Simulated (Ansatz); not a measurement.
# Ag (bcc)

The computed numbers are results of r²SCAN, scalar-relativistic (no spin polarisation) in the plane-wave PAW code Ansatz at 500 eV, 18×18×18 k-mesh, Gaussian smearing of 0.05 eV. The datasets are Ansatz's generated set soft_2.

```yaml
crystal:
  lattice:
    - [-1.63447, 1.63447, 1.63447]
    - [1.63447, -1.63447, 1.63447]
    - [1.63447, 1.63447, -1.63447]
  atoms:
    - { symbol: Ag, position: [0.00000, 0.00000, 0.00000] }
```

At room temperature and ambient pressure Ag is fcc.

Which orbitals carry the states at the Fermi level, and how many states are there?

Within 0.1 eV of it: Ag 5s 80 %, Ag 4d 20 % (shares among the projected shells, which hold 67 % of the states there). The density of states at the Fermi level is about 0.27 states/eV per cell, averaged over 0.3 eV.

Density of states (tetrahedra, averaged over 0.4 eV; states/eV per cell of 1 atom; energy in eV from the Fermi level; projections on Löwdin-orthogonalised atomic orbitals, summed over sites):

```csv
E,total,Ag 4d,Ag 5s
-7.65,0.03,0.00,0.03
-7.25,0.08,0.00,0.08
-6.85,0.13,0.01,0.12
-6.45,1.59,1.26,0.33
-6.05,3.81,3.47,0.34
-5.65,3.57,3.47,0.08
-5.25,2.03,1.94,0.08
-4.85,2.33,2.12,0.18
-4.45,2.30,2.20,0.08
-4.05,5.16,5.11,0.04
-3.65,2.95,2.87,0.07
-3.25,1.77,1.68,0.08
-2.85,0.27,0.18,0.09
-2.45,0.20,0.09,0.11
-2.05,0.20,0.07,0.12
-1.65,0.21,0.06,0.13
-1.25,0.22,0.06,0.14
-0.85,0.23,0.05,0.15
-0.45,0.24,0.04,0.15
-0.05,0.27,0.04,0.15
0.35,0.28,0.03,0.14
0.75,0.27,0.03,0.13
1.15,0.26,0.02,0.12
1.55,0.24,0.02,0.10
1.95,0.23,0.01,0.09
2.35,0.21,0.01,0.08
2.75,0.19,0.01,0.07
3.15,0.17,0.01,0.05
3.55,0.15,0.00,0.04
3.95,0.13,0.00,0.04
4.35,0.34,0.02,0.22
4.75,0.39,0.02,0.23
5.15,0.41,0.01,0.21
5.55,0.39,0.01,0.17
5.95,0.39,0.01,0.14
```

With 19 valence electrons in the calculation's cell and no magnetic order, the bands, two electrons each, can't all be full or empty: band theory demands a metal.
